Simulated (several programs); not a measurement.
## KBr (h-MgO type) from semi-empirical methods to plane-wave DFT

KBr in the h-MgO-type structure, relaxed with r2SCAN in Ansatz, was computed with several methods. The symmetry is P6_3/mmc (No. 194, hexagonal); conventional cell a = 5.618 Å, c = 6.554 Å, 44.78 Å³ an atom. K has 5 Br at 3.24–3.28 Å; Br has 5 K at 3.24–3.28 Å. The structure was generated, not taken from experiment, and needn't be the ground state; spin polarisation is off.

```
CELL_PARAMETERS angstrom
5.61812 0.00000 0.00000
-2.80906 4.86544 0.00000
0.00000 0.00000 6.55360
ATOMIC_POSITIONS crystal
K 0.33333 0.66667 0.25000
K 0.66667 0.33333 0.75000
Br 0.66667 0.33333 0.25000
Br 0.33333 0.66667 0.75000
```

Gaps and times are for a single point on this cell; volume and bulk modulus come from each method's own relaxation or energy curve at fixed shape, which is too stiff where a cell has free coordinates or axes. Times are rough, from shared hosts (Arm Neoverse V1), and each method has its own mesh and cell size. A dagger marks a closed or tiny gap in a crystal that DFT finds insulating: a failure of the method or a wrong SCF state. A double dagger marks a value from a curve with shape and coordinates held. PM6 (MOPAC), PM7 (MOPAC), GFN1-xTB (tblite), GFN2-xTB (tblite) treat a cluster of cells at its zone centre, which samples few k points: where these miss a band edge, the gap comes out too large for that reason alone. Gaps from k meshes are read at a limited set of points (mesh, symmetry points, PBE's band edges), so each method's own least gap may be somewhat smaller. Force fields have no electrons; where one was fitted to this phase, its volume and modulus reflect the fit. xTB and the PM methods were fitted mostly to molecules, and can miss a solid's gap by electronvolts. Minimal bases can be far off for gaps. Times of the plane-wave ladder aren't listed, since it ran on unlike processors and cards. GLLB-SC's gap includes the derivative discontinuity. G0W0 is at finite bands, cutoff and mesh. d marks a direct gap, i an indirect one (no mark: not told apart), a dash a value that wasn't computed or didn't pass its checks.

| method | kind | gap (eV) | own volume (Å³/atom) | bulk modulus (GPa) | atoms computed | processor time |
| --- | --- | --- | --- | --- | --- | --- |
| PBEsol | semilocal | – | 43.64 | – | 4 | – |
| ffield.eim (LAMMPS) | force field | – | – | – | 4 | 0.12 s |
| light PBE (260 eV and a coarse mesh) | light plane-wave | 4.21 d | – | – | 4 | 1.4 s |
| PM7 (MOPAC) | semi-empirical | 11.64 | – | – | cluster | 1.4 s |
| GFN1-xTB (tblite) | tight binding | 0.01† | 41.94‡ | 8‡ | cluster | 1.4 s |
| PM6 (MOPAC) | semi-empirical | 9.21 | – | – | cluster | 1.5 s |
| GFN2-xTB (tblite) | tight binding | 4.29 | – | – | cluster | 2 s |
| PBE | semilocal | 4.19 d | 46.32 | 11‡ | 4 | – |
| LDA | semilocal | 3.87 d | 40.28 | – | 4 | – |
| PBE/SZV (CP2K) | small basis | 3.11 d | 47.79‡ | 12‡ | 4 | 9.7 s |
| r2SCAN | semilocal | 4.76 d | 44.78 | 12‡ | 4 | – |
| PBE/DZVP (CP2K) | small basis | 4.35 d | 46.94‡ | 11‡ | 4 | 20 s |
| PBE+SOC | semilocal | 4.10 d | – | – | 4 | – |
| PBE/single zeta (GPAW) | small basis | 3.81 d | – | – | 4 | 78 s |
| GLLB-SC (GPAW) | model potential | 8.68 | – | – | 4 | 81 s |
| HSE06 | hybrid | 5.30 d | 45.71 | – | 4 | – |
| PBE0 | hybrid | 6.02 d | – | – | 4 | – |
| DDH-PBE0 | hybrid | 7.58 d | – | – | 4 | – |
| G0W0@PBE (120 eV screening cutoff) | many-body | 6.81 | – | – | 4 | – |

Against HSE06 (5.30 eV) and with closed or daggered gaps left aside, the nearest gap at the points sampled is that of r2SCAN (-0.54 eV) and the farthest that of PM7 (MOPAC) (+6.34 eV). HSE06 is only a yardstick of convenience: for gaps this wide it usually falls short of measured ones, so a larger value can be the better one.

Volumes against r2SCAN's: PBEsol -2.6 %, PBE +3.4 %, LDA -10.1 %, HSE06 +2.1 %.

Relaxed on its own, the cell leaves this structure with ffield.eim (LAMMPS), so no volume is listed.

Only the rows marked +SOC include spin-orbit coupling.
